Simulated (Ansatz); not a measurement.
**GaSb: equation of state with PBEsol**

Crystal: GaSb.

```xyz
2
Lattice="-2.7534 2.7534 1.5907 2.7534 -2.7534 1.5907 2.7534 2.7534 -1.5907" Properties=species:S:1:pos:R:3 pbc="T T T"
Sb    0.0000    0.0000    0.0000
Ga    0.0000    2.7534    0.7954
```

Measurements of this composition are mostly on another form, of space group No. 216.

* Program: Ansatz 0.2.0
* Task: equation of state
* Functional: PBEsol
* Potentials or basis: Ansatz PAW
* Cutoff: 420 eV
* Density cutoff: 1680 eV
* k mesh: 10 × 10 × 10
* Occupations: fermi-dirac, width 0.05 eV
* Spin: no spin polarisation

The equilibrium volume is 22.87 Å³/atom, the bulk modulus at fixed shape and positions is 61 GPa and the pressure derivative of the bulk modulus is 4.7.

Energy against volume, from the lowest point:
| volume (Å³/atom) | energy (meV/atom) |
| --- | --- |
| 22.672 | 0.00 |
| 23.155 | 0.33 |
| 23.637 | 4.29 |
| 24.120 | 11.48 |
| 24.602 | 21.53 |
| 25.084 | 34.11 |
| 25.567 | 48.95 |

All runs of the series together: 36 s on 2 threads of Arm Neoverse V1 (shared host).

Caveat: the cell was scaled at fixed shape and fractional positions, which overstates the stiffness of a crystal with free parameters, most of all of layers and chains. The run has no spin-orbit coupling, so splittings on Sb are missing.
